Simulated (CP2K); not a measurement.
# ZrB2 (P6/mmm) in CP2K: further runs

One crystal, ZrB2, is run at these levels: PBE; tasks: band structure.

All numbers are computed with CP2K 2026.2; they aren't measurements. Logs are shortened: lines on timing, memory, paths and dates and some standing lists are left out, and cuts for length are marked.

## 1. Starting point

The structure is hexagonal, space group P6/mmm (No. 191). The conventional cell has a = 3.170 Å, b = 3.170 Å, c = 3.533 Å, α = 90.00°, β = 90.00°, γ = 120.00°. Around Zr (site symmetry 6/mmm) lie 12 B at 2.54 Å. B (site symmetry -6m2) is surrounded by 3 B at 1.83 Å.

## 2. Band structure, PBE

Contents of zrb2_bands.inp:

```
&GLOBAL
  PROJECT zrb2_bands
  RUN_TYPE ENERGY_FORCE
  PRINT_LEVEL LOW
&END GLOBAL
&FORCE_EVAL
  METHOD QS
  STRESS_TENSOR ANALYTICAL
  &DFT
    BASIS_SET_FILE_NAME BASIS_MOLOPT
    POTENTIAL_FILE_NAME GTH_POTENTIALS
    &MGRID
      CUTOFF 450
      REL_CUTOFF 60
      NGRIDS 5
    &END MGRID
    &QS
      METHOD GPW
      EPS_DEFAULT 1.0E-9
    &END QS
    &KPOINTS
      SCHEME MONKHORST-PACK 10 10 8
      GAMMA_CENTERED T
      SYMMETRY T
      SYMMETRY_BACKEND SPGLIB
    &END KPOINTS
    &SCF
      SCF_GUESS ATOMIC
      EPS_SCF 1.0E-6
      MAX_SCF 100
      ADDED_MOS 9
      CHOLESKY OFF
      EPS_EIGVAL 1.0E-7
      &DIAGONALIZATION ON
        ALGORITHM STANDARD
      &END DIAGONALIZATION
      &MIXING ON
        METHOD BROYDEN_MIXING
        ALPHA 0.4
        BETA 1.5
        NBUFFER 8
      &END MIXING
      &SMEAR ON
        METHOD FERMI_DIRAC
        ELECTRONIC_TEMPERATURE [K] 580.226
      &END SMEAR
    &END SCF
    &XC
      &XC_FUNCTIONAL
        &GGA_X_PBE
        &END GGA_X_PBE
        &GGA_C_PBE
        &END GGA_C_PBE
      &END XC_FUNCTIONAL
    &END XC
    &PRINT
      &KPOINTS ON
      &END KPOINTS
      &MULLIKEN ON
      &END MULLIKEN
      &MO ON
        ENERGIES T
        OCCUPATION_NUMBERS T
        &EACH
          QS_SCF 0
        &END EACH
        ADD_LAST NUMERIC
      &END MO
      &BAND_STRUCTURE
        FILE_NAME bands.bs
        ADDED_MOS 6
        &KPOINT_SET
          UNITS B_VECTOR
          NPOINTS 6
          SPECIAL_POINT GAMMA 0.00000000 0.00000000 0.00000000
          SPECIAL_POINT M 0.50000000 0.00000000 0.00000000
          SPECIAL_POINT K 0.33333333 0.33333333 0.00000000
          SPECIAL_POINT GAMMA 0.00000000 0.00000000 0.00000000
          SPECIAL_POINT A 0.00000000 0.00000000 0.50000000
          SPECIAL_POINT L 0.50000000 0.00000000 0.50000000
          SPECIAL_POINT H 0.33333333 0.33333333 0.50000000
          SPECIAL_POINT A 0.00000000 0.00000000 0.50000000
        &END KPOINT_SET
        &KPOINT_SET
          UNITS B_VECTOR
          NPOINTS 6
          SPECIAL_POINT L 0.50000000 0.00000000 0.50000000
          SPECIAL_POINT M 0.50000000 0.00000000 0.00000000
        &END KPOINT_SET
        &KPOINT_SET
          UNITS B_VECTOR
          NPOINTS 6
          SPECIAL_POINT K 0.33333333 0.33333333 0.00000000
          SPECIAL_POINT H 0.33333333 0.33333333 0.50000000
        &END KPOINT_SET
      &END BAND_STRUCTURE
    &END PRINT
  &END DFT
  &SUBSYS
    &CELL
      ABC 3.1700000000 3.1700000000 3.5330000000
      ALPHA_BETA_GAMMA 90.0000000000 90.0000000000 120.0000000000
      PERIODIC XYZ
    &END CELL
    &COORD
      SCALED
      Zr  0.0000000000 0.0000000000 0.0000000000
      B   0.6666666667 0.3333333333 0.5000000000
      B   0.3333333333 0.6666666667 0.5000000000
    &END COORD
    &KIND Zr
      BASIS_SET SZV-MOLOPT-SR-GTH-q12
      POTENTIAL GTH-PBE-q12
    &END KIND
    &KIND B
      BASIS_SET SZV-MOLOPT-SR-GTH-q3
      POTENTIAL GTH-PBE-q3
    &END KIND
    &PRINT
      &ATOMIC_COORDINATES ON
      &END ATOMIC_COORDINATES
      &CELL ON
      &END CELL
    &END PRINT
  &END SUBSYS
  &PRINT
    &FORCES ON
    &END FORCES
    &STRESS_TENSOR ON
    &END STRESS_TENSOR
  &END PRINT
&END FORCE_EVAL
```

Potentials or basis: GTH_POTENTIALS Zr GTH-PBE-q12, B GTH-PBE-q3; SZV-MOLOPT-SR-GTH basis.

On the command line:

```sh
$ OMP_NUM_THREADS=1 cp2k.psmp -i zrb2_bands.inp -o zrb2_bands.out
```

zrb2_bands.out:

```text

 CP2K| version string:                                       CP2K version 2026.2
 CP2K| Input file name                                            zrb2_bands.inp

 GLOBAL| Force Environment number                                              1
 GLOBAL| Basis set file name                                        BASIS_MOLOPT
 GLOBAL| Potential file name                                      GTH_POTENTIALS
 GLOBAL| MM Potential file name                                     MM_POTENTIAL
 GLOBAL| Coordinate file name                                      __STD_INPUT__
 GLOBAL| Method name                                                        CP2K
 GLOBAL| Project name                                                 zrb2_bands
 GLOBAL| Run type                                                   ENERGY_FORCE
 GLOBAL| FFT library                                                       FFTW3
[... 8 lines left out ...]
 GLOBAL| CPU model name                                                  UNKNOWN

 CELL| Volume [angstrom^3]:                                            30.746295
 CELL| Vector a [angstrom]:       3.170     0.000     0.000   |a| =     3.170000
 CELL| Vector b [angstrom]:      -1.585     2.745     0.000   |b| =     3.170000
 CELL| Vector c [angstrom]:       0.000     0.000     3.533   |c| =     3.533000
 CELL| Angle (b,c), alpha [degree]:                                    90.000000
 CELL| Angle (a,c), beta  [degree]:                                    90.000000
 CELL| Angle (a,b), gamma [degree]:                                   120.000000
 CELL| Numerically orthorhombic:                                              NO
 CELL| Periodicity                                                           XYZ

 CELL_REF| Volume [angstrom^3]:                                        30.746295
 CELL_REF| Vector a [angstrom     3.170     0.000     0.000   |a| =     3.170000
 CELL_REF| Vector b [angstrom    -1.585     2.745     0.000   |b| =     3.170000
 CELL_REF| Vector c [angstrom     0.000     0.000     3.533   |c| =     3.533000
 CELL_REF| Angle (b,c), alpha [degree]:                                90.000000
 CELL_REF| Angle (a,c), beta  [degree]:                                90.000000
 CELL_REF| Angle (a,b), gamma [degree]:                               120.000000
 CELL_REF| Numerically orthorhombic:                                          NO
 CELL_REF| Periodicity                                                       XYZ
[... 9 lines left out ...]
 TOTAL NUMBERS AND MAXIMUM NUMBERS

  Total number of            - Atomic kinds:                                   2
                             - Atoms:                                          3
                             - Shell sets:                                     3
                             - Shells:                                         8
                             - Primitive Cartesian functions:                 15
                             - Cartesian basis functions:                     19
                             - Spherical basis functions:                     18

  Maximum angular momentum of- Orbital basis functions:                        2
                             - Local part of the GTH pseudopotential:          2
                             - Non-local part of the GTH pseudopotential:      4

 MODULE QUICKSTEP: ATOMIC COORDINATES IN ANGSTROM

   Atom Kind Element         X             Y             Z       Z(eff)     Mass
      1    1 Zr   40      0.000000      0.000000      0.000000  12.0000  91.2240
      2    2 B     5      1.585000      0.915100      1.766500   3.0000  10.8110
      3    2 B     5     -0.000000      1.830200      1.766500   3.0000  10.8110

 SCF PARAMETERS         Density guess:                                    ATOMIC
[... 9 lines left out ...]
                        --------------------------------------------------------
                        level_shift [a.u.]:                             0.000000
                        added MOs                                         9    0
                        --------------------------------------------------------
                        Mixing method:                            BROYDEN_MIXING
                                                charge density mixing in g-space
                        --------------------------------------------------------
                        Smear method:                                FERMI_DIRAC
                        Electronic temperature [K]:                        580.2
                        Electronic temperature [a.u.]:                  1.84E-03
                        Accuracy threshold:                             1.00E-10
                        --------------------------------------------------------
                        No outer SCF

[... 52 lines left out ...]
 BRILLOUIN|    40           0.00750       -0.30000        0.00000        0.50000
 [... further k-points ...]
 *******************************************************************************

 Extrapolation method: initial_guess

 Number of electrons:                                                         18
 Number of occupied orbitals:                                                  9
 Number of molecular orbitals:                                                18

 Number of orbital functions:                                                 18
 Number of independent orbital functions:                                     18

 SCF WAVEFUNCTION OPTIMIZATION

  Step     Update method      Time    Convergence         Total energy    Change
  ------------------------------------------------------------------------------
     1 NoMix/Diag. 0.40E+00    1.7     1.65536314       -53.2903726967 -5.33E+01
     2 Broy./Diag. 0.40E+00    1.8     0.01556852       -52.7806541044  5.10E-01
     3 Broy./Diag. 0.40E+00    1.8     0.03203418       -52.8199256230 -3.93E-02
     4 Broy./Diag. 0.40E+00    1.7     0.00389048       -52.7717928896  4.81E-02
     5 Broy./Diag. 0.40E+00    1.8     0.00198957       -52.7951148089 -2.33E-02
     6 Broy./Diag. 0.40E+00    1.8     0.00066222       -52.8002276038 -5.11E-03
     7 Broy./Diag. 0.40E+00    1.8     0.00019095       -52.8016150671 -1.39E-03
     8 Broy./Diag. 0.40E+00    1.8     0.00011791       -52.7999186447  1.70E-03
     9 Broy./Diag. 0.40E+00    1.7     0.00001630       -52.7996975577  2.21E-04
    10 Broy./Diag. 0.40E+00    1.7     0.00001860       -52.7993488421  3.49E-04
    11 Broy./Diag. 0.40E+00    1.7     0.00000208       -52.7993327021  1.61E-05
    12 Broy./Diag. 0.40E+00    1.7     0.00000030       -52.7993218699  1.08E-05

  *** SCF run converged in    12 steps ***

  Electronic density on regular grids:        -17.9999999847        0.0000000153
  Core density on regular grids:               17.9999999794       -0.0000000206
  Total charge density on r-space grids:       -0.0000000053
  Total charge density g-space grids:          -0.0000000053

  Overlap energy of the core charge distribution:               0.00000004153516
  Self energy of the core charge distribution:                -98.54792055342931
  Core Hamiltonian energy:                                     24.14380330226830
  Hartree energy:                                              29.94031122811565
  Exchange-correlation energy:                                 -8.33538648984498
  Electronic entropic energy:                                  -0.00012939862726
  Fermi energy:                                                 0.50038500885150

  Total energy:                                               -52.79932186994952
  Total energy (extrapolated to T->0):                        -52.79925717063588

 MO| EIGENVALUES AND OCCUPATION NUMBERS FOR K POINT 1
 MO|
 MO|  Index      Eigenvalue [a.u.]        Eigenvalue [eV]             Occupation
 MO|      1              -1.308666             -35.610614               2.000000
 MO|      2              -0.508096             -13.825994               2.000000
 MO|      3              -0.501769             -13.653825               2.000000
 MO|      4              -0.493089             -13.417643               2.000000
 MO|      5               0.141297               3.844877               2.000000
 MO|      6               0.198683               5.406450               2.000000
[... 334 lines left out ...]
 MO|     17               1.081044              29.416703               0.000000
 MO|     18               1.112799              30.280812               0.000000
 MO| Sum:                                                              18.000000
 MO| E(Fermi):            0.500385 a.u.         13.616169 eV

 [... the levels of further k-points ...]

 !-----------------------------------------------------------------------------!
                     Mulliken Population Analysis

 #  Atom  Element  Kind  Atomic population                           Net charge
       1     Zr       1         11.398377                              0.601623
       2     B        2          3.300812                             -0.300812
       3     B        2          3.300811                             -0.300811
 # Total charge                             18.000000                 -0.000000

 !-----------------------------------------------------------------------------!

 KPOINTS| Band Structure Calculation
 KPOINTS| Number of k-point sets                                               3
 KPOINTS| Number of added MOs/bands                                            6
 KPOINTS| Number of k-points in set    1                                      43
 KPOINTS| In units of b-vector [2pi/Bohr]
 KPOINTS| Special point     1       GAMMA     0.000000     0.000000     0.000000
 KPOINTS| Special point     2           M     0.500000     0.000000     0.000000
 KPOINTS| Special point     3           K     0.333333     0.333333     0.000000
 KPOINTS| Special point     4       GAMMA     0.000000     0.000000     0.000000
 KPOINTS| Special point     5           A     0.000000     0.000000     0.500000
 KPOINTS| Special point     6           L     0.500000     0.000000     0.500000
 KPOINTS| Special point     7           H     0.333333     0.333333     0.500000
 KPOINTS| Special point     8           A     0.000000     0.000000     0.500000
 KPOINTS| Number of k-points in set    2                                       7
 KPOINTS| In units of b-vector [2pi/Bohr]
 KPOINTS| Special point     1           L     0.500000     0.000000     0.500000
 KPOINTS| Special point     2           M     0.500000     0.000000     0.000000
 KPOINTS| Number of k-points in set    3                                       7
 KPOINTS| In units of b-vector [2pi/Bohr]
 KPOINTS| Special point     1           K     0.333333     0.333333     0.000000
 KPOINTS| Special point     2           H     0.333333     0.333333     0.500000

 ENERGY| Total FORCE_EVAL ( QS ) energy [hartree]            -52.799320320900087

 FORCES| Atomic forces [hartree/bohr]
 FORCES|   Atom     x               y               z               |f|
 FORCES|      1 -5.11687722E-09  9.76058378E-08 -3.91627732E-17   9.77398691E-08
 FORCES|      2  2.62585127E-08  1.04613247E-07  3.15629421E-16   1.07858430E-07
 FORCES|      3 -2.11422363E-08 -2.02216993E-07  4.09822808E-16   2.03319223E-07
 FORCES| Sum    -6.00817483E-13  2.09241619E-12  6.86289456E-16
 FORCES| Total atomic force                                       2.17696753E-12

 STRESS| Analytical stress tensor [bar]
 STRESS|                        x                   y                   z
 STRESS|      x       -5.79276303518E+04   1.55676994282E-01   2.32624644203E-10
 STRESS|      y        1.55676994282E-01  -5.79285778295E+04   1.51023158736E-09
 STRESS|      z        2.32624644203E-10   1.51023158736E-09   4.00866286903E+02
 STRESS| 1/3 Trace                                            -3.84851139648E+04
 STRESS| Determinant                                           1.34517306617E+12

 STRESS| Eigenvectors and eigenvalues of the analytical stress tensor [bar]
 STRESS|                        1                   2                   3
 STRESS| Eigenvalues  -5.79286027527E+04  -5.79276054286E+04   4.00866286903E+02
 STRESS|      x          -0.158082428844      0.987425919090      0.000000000000
 STRESS|      y           0.987425919090      0.158082428844      0.000000000000
 STRESS|      z          -0.000000000000     -0.000000000000      1.000000000000
```

Run time: 25 s. Hardware: 1 thread of Arm Neoverse V1, shared host; peak memory 0.21 GiB.

What came out:

```yaml
Free_energy: -1436.7426 eV
Pressure: -3.8 GPa
Band_gap_on_the_k_mesh: none (metal or under the smearing width)
Mulliken_charges: Zr +0.60; B -0.30 e
```

Levels at the corners of the path, in eV from the Fermi level:
| point | band 7 | band 8 | band 9 | band 10 | band 11 | band 12 |
| --- | --- | --- | --- | --- | --- | --- |
| Γ | -2.91 | -2.73 | -2.18 | 3.29 | 3.29 | 4.06 |
| M | -4.30 | -3.14 | -2.86 | 2.41 | 3.63 | 4.74 |
| K | -7.33 | -2.65 | -2.65 | 1.94 | 1.94 | 3.40 |
| Γ | -2.91 | -2.73 | -2.18 | 3.29 | 3.29 | 4.06 |
| A | -0.80 | -0.80 | 0.44 | 0.44 | 0.65 | 0.65 |
| L | -5.00 | -4.69 | -1.24 | 3.62 | 5.09 | 6.51 |
| H | -5.12 | -2.66 | -2.66 | 3.92 | 6.41 | 6.41 |
| A | -0.80 | -0.80 | 0.44 | 0.44 | 0.65 | 0.65 |
| L | -5.00 | -4.69 | -1.24 | 3.62 | 5.09 | 6.51 |
| M | -4.30 | -3.14 | -2.86 | 2.41 | 3.63 | 4.74 |
| K | -7.33 | -2.65 | -2.65 | 1.94 | 1.94 | 3.40 |
| H | -5.12 | -2.66 | -2.66 | 3.92 | 6.41 | 6.41 |

Caveat: a minimal basis gives rough bond lengths, pressures and levels; Mulliken charges move with the basis; the basis of atomic orbitals isn't converged, which shifts pressures, moduli and gaps.

(Continued in part 2 of 2.)
